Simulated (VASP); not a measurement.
# Ge (Cmcm) in VASP: single point with PBE+D3(BJ)

Aim: the single point of Ge with PBE+D3(BJ).

All numbers are computed with VASP 6.6.1; they aren't measurements. Logs are shortened: lines on timing, memory, paths and dates and some standing lists are left out, and cuts for length are marked.

### 1 The structure

Symmetry: Cmcm, No. 63, orthorhombic system. Conventional cell: a = 2.976 Å, b = 5.189 Å, c = 4.728 Å, α = 90.00°, β = 90.00°, γ = 90.00°. Around Ge (site symmetry m2m) lie 12 Ge at 2.92 to 2.99 Å.

This isn't the form of Ge at room conditions, which is diamond.

### 2 Single point, PBE+D3(BJ)

INCAR reads:

```
SYSTEM = Ge
PREC = Accurate
ENCUT = 520
EDIFF = 1E-7
ISMEAR = 0
SIGMA = 0.1
LREAL = .FALSE.
LASPH = .TRUE.
NELM = 100
ALGO = Normal
ISIF = 2
LWAVE = .FALSE.
LCHARG = .FALSE.
GGA = PE
IVDW = 12
NBANDS = 21
```

KPOINTS reads:

```
regular mesh
0
G
  8 8 4
  0 0 0
```

POSCAR reads:

```
Ge
1.0
    1.4880529250     -2.5946896100      0.0000000000
    1.4880529250      2.5946896100      0.0000000000
    0.0000000000      0.0000000000      4.7275957900
Ge
2
Direct
    0.6665533700      0.3334466300      0.2500000000
    0.3334466300      0.6665533700      0.7500000000
```

Potentials or basis: VASP PAW PBE potentials, release 64 (Ge_d).

Command:

```console
$ cat potpaw_PBE.64/Ge_d/POTCAR > POTCAR
$ mpirun -np 1 vasp_std > vasp.out
```

OUTCAR:

```text
SYSTEM = Ge
   PREC = Accurate
   ENCUT = 520
   EDIFF = 1E-7
   ISMEAR = 0
   LREAL = .FALSE.
   LASPH = .TRUE.
   NELM = 100
   ISIF = 2
   GGA = PE
   IVDW = 12
 IVDW          = 12

 ion  position               nearest neighbor table
   1  0.667  0.333  0.250-
   2  0.333  0.667  0.750-

  LATTYP: Found a base centered orthorhombic cell.
 ALAT       =     2.9761058500
 B/A-ratio  =     1.7436809984
 C/A-ratio  =     1.5885173540

  Lattice vectors:

 A1 = (   1.4880529250,  -2.5946896100,   0.0000000000)
 A2 = (   1.4880529250,   2.5946896100,   0.0000000000)
 A3 = (   0.0000000000,   0.0000000000,   4.7275957900)

Analysis of symmetry for initial positions (statically):
=====================================================================
 Subroutine PRICEL returns:
 Original cell was already a primitive cell.

 Routine SETGRP: Setting up the symmetry group for a
 base centered orthorhombic supercell.

 Subroutine GETGRP returns: Found  8 space group operations
 (whereof  4 operations were pure point group operations)
 out of a pool of  8 trial point group operations.

The static configuration has the point symmetry C_2h.
 The point group associated with its full space group is D_2h.

Analysis of symmetry for dynamics (positions and initial velocities):
=====================================================================
 Subroutine PRICEL returns:
 Original cell was already a primitive cell.

 Routine SETGRP: Setting up the symmetry group for a
 base centered orthorhombic supercell.

 Subroutine GETGRP returns: Found  8 space group operations
 (whereof  4 operations were pure point group operations)
 out of a pool of  8 trial point group operations.

The dynamic configuration has the point symmetry C_2h.
 The point group associated with its full space group is D_2h.

 Subroutine INISYM returns: Found  8 space group operations
 (whereof  4 operations are pure point group operations),
 and found     1 'primitive' translations

----------------------------------------------------------------------------------------

                                     Primitive cell

  volume of cell :      36.5068

  direct lattice vectors                    reciprocal lattice vectors
     1.488052925 -2.594689610  0.000000000     0.336009554 -0.192701277  0.000000000
     1.488052925  2.594689610  0.000000000     0.336009554  0.192701277  0.000000000
     0.000000000  0.000000000  4.727595790     0.000000000  0.000000000  0.211524006

  length of vectors
     2.991106096  2.991106096  4.727595790     0.387345069  0.387345069  0.211524006

  position of ions in fractional coordinates (direct lattice)
     0.666553370  0.333446630  0.250000000
     0.333446630  0.666553370  0.750000000

  ion indices of the primitive-cell ions
   primitive index   ion index
                 1           1
                 2           2

----------------------------------------------------------------------------------------

 KPOINTS: regular mesh

Automatic generation of k-mesh.
 Grid dimensions read from file:
 generate k-points for:    8    8    4

 Generating k-lattice:

  Cartesian coordinates                     Fractional coordinates (reciprocal lattice)
     0.042001194 -0.024087660  0.000000000     0.125000000  0.000000000  0.000000000
     0.042001194  0.024087660  0.000000000     0.000000000  0.125000000  0.000000000
     0.000000000  0.000000000  0.052881001     0.000000000  0.000000000  0.250000000

  Length of vectors
     0.048418134  0.048418134  0.052881001

  Shift w.r.t. Gamma in fractional coordinates (k-lattice)
     0.000000000  0.000000000  0.000000000

 Subroutine IBZKPT returns following result:
 ===========================================

 Found     63 irreducible k-points:

 Following reciprocal coordinates:
            Coordinates               Weight
  0.000000  0.000000  0.000000      1.000000
  0.125000  0.000000  0.000000      4.000000
  0.250000  0.000000  0.000000      4.000000
  0.375000 -0.000000  0.000000      4.000000
  0.500000  0.000000  0.000000      2.000000
  0.125000  0.125000  0.000000      2.000000
[... 16 lines left out ...]
  0.125000  0.000000  0.250000      8.000000
  0.250000  0.000000  0.250000      8.000000
 [... further k-points ...]
   k-points           NKPTS =     63   k-points in BZ     NKDIM =     63   number of bands    NBANDS=     21
   number of dos      NEDOS =    301   number of ions     NIONS =      2
   total plane-waves  NPLWV =  20736
   dimension x,y,z NGX =    24 NGY =   24 NGZ =   36
   dimension x,y,z NGXF=    48 NGYF=   48 NGZF=   72
   ions per type =               2
   NGX,Y,Z   is equivalent  to a cutoff of  13.34, 13.34, 12.66 a.u.
   NGXF,Y,Z  is equivalent  to a cutoff of  26.68, 26.68, 25.32 a.u.
 SYSTEM =  Ge
   PREC   = accura    normal or accurate (medium, high low for compatibility)
   ISTART =      0    job   : 0-new  1-cont  2-samecut
   ICHARG =      2    charge: 1-file 2-atom 10-const
   ISPIN  =      1    spin polarized calculation?
   LNONCOLLINEAR =      F non collinear calculations
   LSORBIT =      F    spin-orbit coupling
   LASPH  =      T    aspherical Exc in radial PAW
   ENCUT  =  520.0 eV  38.22 Ry    6.18 a.u.   5.56  5.56  8.79*2*pi/ulx,y,z
   NELM   =    100;   NELMIN=  2; NELMDL= -5     # of ELM steps
   EDIFF  = 0.1E-06   stopping-criterion for ELM
   LREAL  =      F    real-space projection
   EDIFFG = 0.1E-05   stopping-criterion for IOM
   NSW    =      0    number of steps for IOM
   IBRION =     -1    ionic relax: 0-MD 1-quasi-New 2-CG
   NFREE  =      0    steps in history (QN), initial steepest desc. (CG)
   ISIF   =      2    stress and relaxation
   ISYM   =      2    0-nonsym 1-usesym 2-fastsym
   POTIM  = 0.5000    time-step for ionic-motion
   TEBEG  =    0.0;   TEEND  =   0.0 temperature during run
   PSTRESS=    0.0 pullay stress
   NELECT =      28.0000    total number of electrons
   NUPDOWN=      -1.0000    fix difference up-down
   EMIN   =  10.00;   EMAX   =-10.00  energy-range for DOS
   EFERMI =   0.00;   METHOD = LEGACY
   ISMEAR =     0;   SIGMA  =   0.10  broadening in eV -4-tet -1-fermi 0-gaus
   EFERMI_NEDOS =   21; number of points for ismear=-14 and -15
   IALGO  =     38    algorithm
   IMIX   =      4    mixing-type and parameters
     AMIX     =   0.40;   BMIX     =  1.00
     AMIX_MAG =   1.60;   BMIX_MAG =  1.00
  volume/ion in A,a.u.               =      18.25       123.18
  Fermi-wavevector in a.u.,A,eV,Ry     =   1.498544  2.831837 30.553703  2.245634
  Thomas-Fermi vector in A             =   2.610289
   LORBIT       =      0    0 simple, 1 ext, 2 COOP (PROOUT), +10 PAW based schemes
   GGA     = PE    functional components
   LHFCALC =     F    Hartree Fock is set to
   AEXX    =    0.0000 exact exchange contribution
   IVDW    =    12    specifies the selected vdW correction
   LEPSILON=     F    determine dielectric tensor
   LRPA    =     F    only Hartree local field effects (RPA)
 non-spin polarized calculation
 Gauss-broadening in eV      SIGMA  =   0.10
  energy-cutoff  :      520.00
  volume of cell :       36.51
 maximum number of plane-waves:      1014
 NGX is ok and might be reduce to    24
   NGX = 11   NGY = 11   NGZ = 17

 number of electron      28.0000012 magnetization

 Free energy of the ion-electron system (eV)
  ---------------------------------------------------
  ext. energy  EPLUGINS =         0.00000000
  ---------------------------------------------------
  free energy    TOTEN  =        -8.33904220 eV

  energy without entropy =       -8.33426801  energy(sigma->0) =       -8.33665510

 E-fermi :   7.2910     XC(G=0): -11.4666

 val. band max:        7.2834115443   @ k =   0.2500   0.0000   0.2500
 cond. band min:       7.3689404068   @ k =   0.5000   0.1250   0.2500
 fundamental gap:      0.0855288625
 Fermi energy:         7.2909931944

 k-point     1 :       0.0000    0.0000    0.0000
  band No.  band energies     occupation
      1     -17.5981      2.00000
      2     -17.5936      2.00000
      3     -17.5900      2.00000
      4     -17.5860      2.00000
      5     -17.5841      2.00000
      6     -17.5813      2.00000
[... 13 lines left out ...]
     20      19.9780      0.00000
     21      21.2436      0.00000

 k-point     2 :       0.1250    0.0000    0.0000
  band No.  band energies     occupation
      1     -17.6067      2.00000
      2     -17.5930      2.00000
      3     -17.5797      2.00000
      4     -17.5766      2.00000
      5     -17.5728      2.00000
      6     -17.5724      2.00000
[... 13 lines left out ...]
     20      20.6452      0.00000
     21      21.2807      0.00000

 k-point     3 :       0.2500    0.0000    0.0000
  band No.  band energies     occupation
      1     -17.6281      2.00000
      2     -17.5902      2.00000
      3     -17.5890      2.00000
      4     -17.5843      2.00000
      5     -17.5631      2.00000
      6     -17.5482      2.00000
[... 13 lines left out ...]
     20      19.4713      0.00000
     21      20.8687      0.00000

 k-point     4 :       0.3750   -0.0000    0.0000
  band No.  band energies     occupation
      1     -17.6466      2.00000
      2     -17.6077      2.00000
      3     -17.5950      2.00000
      4     -17.5938      2.00000
      5     -17.5457      2.00000
      6     -17.5355      2.00000
[... 13 lines left out ...]
     20      18.6091      0.00000
     21      20.1184      0.00000

 k-point     5 :       0.5000    0.0000    0.0000
  band No.  band energies     occupation
      1     -17.6539      2.00000
      2     -17.6162      2.00000
      3     -17.5993      2.00000
      4     -17.5961      2.00000
      5     -17.5412      2.00000
      6     -17.5382      2.00000
[... 13 lines left out ...]
     20      18.3138      0.00000
     21      19.8456      0.00000

 k-point     6 :       0.1250    0.1250    0.0000
  band No.  band energies     occupation
      1     -17.6064      2.00000
      2     -17.6049      2.00000
      3     -17.5855      2.00000
      4     -17.5796      2.00000
      5     -17.5682      2.00000
      6     -17.5601      2.00000
[... 13 lines left out ...]
     20      18.7685      0.00000
     21      18.9673      0.00000

 k-point     7 :       0.2500    0.1250    0.0000
  band No.  band energies     occupation
      1     -17.6248      2.00000
      2     -17.6063      2.00000
      3     -17.5925      2.00000
      4     -17.5868      2.00000
      5     -17.5584      2.00000
      6     -17.5339      2.00000
[... 13 lines left out ...]
     20      17.0268      0.00000
     21      21.5928      0.00000
[... 291 lines left out ...]
      1     -17.6484      2.00000
      2     -17.6068      2.00000
      3     -17.5949      2.00000
      4     -17.5937      2.00000
      5     -17.5469      2.00000
      6     -17.5358      2.00000
[... 13 lines left out ...]
     20      18.7308      0.00000
     21      20.2765      0.00000

 k-point    21 :       0.5000    0.5000    0.0000
  band No.  band energies     occupation
      1     -17.6555      2.00000
      2     -17.6150      2.00000
      3     -17.5978      2.00000
      4     -17.5970      2.00000
      5     -17.5415      2.00000
      6     -17.5394      2.00000
[... 13 lines left out ...]
     20      18.4501      0.00000
     21      20.0044      0.00000

 k-point    22 :       0.0000    0.0000    0.2500
  band No.  band energies     occupation
      1     -17.6016      2.00000
      2     -17.5983      2.00000
      3     -17.5951      2.00000
      4     -17.5908      2.00000
      5     -17.5874      2.00000
      6     -17.5862      2.00000
[... 13 lines left out ...]
     20      20.3053      0.00000
     21      20.4799      0.00000

 k-point    23 :       0.1250    0.0000    0.2500
  band No.  band energies     occupation
      1     -17.6072      2.00000
      2     -17.5958      2.00000
      3     -17.5903      2.00000
      4     -17.5867      2.00000
      5     -17.5783      2.00000
      6     -17.5765      2.00000
[... 13 lines left out ...]
     20      19.6314      0.00000
     21      21.0980      0.00000

 k-point    24 :       0.2500    0.0000    0.2500
  band No.  band energies     occupation
      1     -17.6246      2.00000
      2     -17.5985      2.00000
      3     -17.5947      2.00000
      4     -17.5779      2.00000
      5     -17.5632      2.00000
      6     -17.5468      2.00000
[... 13 lines left out ...]
     20      18.3922      0.00000
     21      18.7618      0.00000

 [... further k-points ...]

------------------------ aborting loop because EDIFF is reached ----------------------------------------

 Edisp (eV)   -0.72454

 E8    (eV) :    -0.3198

  FORCE on cell =-STRESS in cart. coord.  units (eV):
  Direction    XX          YY          ZZ          XY          YZ          ZX
  --------------------------------------------------------------------------------------
  -------------------------------------------------------------------------------------
  Total      -0.54926    -0.43840     1.55216     0.00000    -0.00000     0.00000
  in kB     -24.10550   -19.24030    68.11993     0.00000    -0.00000     0.00000
  external pressure =        8.26 kB  Pullay stress =        0.00 kB

 VOLUME and BASIS-vectors are now :
 -----------------------------------------------------------------------------
  energy-cutoff  :      520.00
  volume of cell :       36.51
      direct lattice vectors                 reciprocal lattice vectors
     1.488052925 -2.594689610  0.000000000     0.336009554 -0.192701277  0.000000000
     1.488052925  2.594689610  0.000000000     0.336009554  0.192701277  0.000000000
     0.000000000  0.000000000  4.727595790     0.000000000  0.000000000  0.211524006

 POSITION                                       TOTAL-FORCE (eV/Angst)
 -----------------------------------------------------------------------------------
      1.48805     -0.86431      1.18190         0.000000     -0.005807      0.000000
      1.48805      0.86431      3.54570         0.000000      0.005807      0.000000
 -----------------------------------------------------------------------------------
    total drift:                                0.000000     -0.000000      0.000000

  FREE ENERGIE OF THE ION-ELECTRON SYSTEM (eV)
  ---------------------------------------------------
  free  energy   TOTEN  =        -9.0635843337 eV

  energy  without entropy=       -9.0588101466  energy(sigma->0) =       -9.06119724
```

Wall time 28 s (1 thread of Intel Xeon Platinum 8559C (Emerald Rapids), shared host); peak memory 0.18 GiB.

Results:

```
Free energy                : -9.0636 eV
Pressure                   : 0.8 GPa
Largest force              : 0.006 eV/Å
Band gap on the k mesh     : none (metal or under the smearing width)
Dispersion energy per atom : -0.362 eV
```

Forces on the atoms (eV/Å):
```
Ge   0.000 -0.006  0.000
Ge   0.000  0.006  0.000
```

Levels at points of the mesh, in eV from the Fermi level:
```
           k point  band 11  band 12  band 13  band 14  band 15  band 16  band 17  band 18
(0.00, 0.00, 0.00)   -13.59    -7.70    -5.76     6.39     6.50     8.47     8.58     9.90
(0.50, 0.00, 0.00)    -8.66    -7.33    -2.49    -1.49    -1.11     1.21     2.22     6.21
(0.50, 0.50, 0.00)    -8.73    -7.37    -2.53    -1.51    -1.17     1.18     2.37     6.35
(0.00, 0.00, 0.50)   -11.92   -11.92     1.66     1.66     7.53     7.53     7.64     7.64
(0.50, 0.00, 0.50)    -7.21    -7.21    -5.16    -5.16     3.88     3.88     4.85     4.85
(0.50, 0.50, 0.50)    -7.29    -7.29    -5.18    -5.18     4.03     4.03     4.87     4.87
```

Caveat: pairwise dispersion overbinds metals, which lowers pressure and volume.
